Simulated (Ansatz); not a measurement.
Cu Kα1 powder pattern (kinematic, no thermal factors).
2θ (°) (relative intensity): 14.62 (100), 20.73 (26), 28.83 (6), 33.06 (57), 34.11 (41), 37.29 (16), 40.26 (8), 42.19 (31), 44.88 (27), 47.02 (2), 47.46 (3), 48.24 (36), 55.33 (26), 57.55 (25), 59.73 (3), 61.19 (7), 65.35 (6), 71.83 (4), 71.95 (8), 73.78 (2), 75.70 (1), 75.82 (8), 79.03 (4), 79.62 (1), 80.91 (5), 81.38 (7), 86.51 (8), 86.98 (7), 88.83 (7), 88.95 (6)

The pattern is computed from a structure relaxed with DFT PBE, scalar-relativistic, plane waves, PAW in Ansatz. No spin polarisation. Its elements are Mg, S.

**Question.** Give the structure.

**Answer.** MgS.
Space group I4/mcm (No. 140). a = 8.561 Å, b = 8.561 Å, c = 5.253 Å, α = 90.00°, β = 90.00°, γ = 90.00°
| atom | site | symmetry | x | y | z |
| --- | --- | --- | --- | --- | --- |
| Mg | 8h | m.2m | 0.1432 | 0.6432 | 0.0000 |
| S | 8h | m.2m | 0.1513 | 0.3487 | 0.0000 |

A pattern alone doesn't exclude other cells with like lines; this is the one computed.

It was reached by relaxing an invented guess, and it needn't be the stable form of this composition.
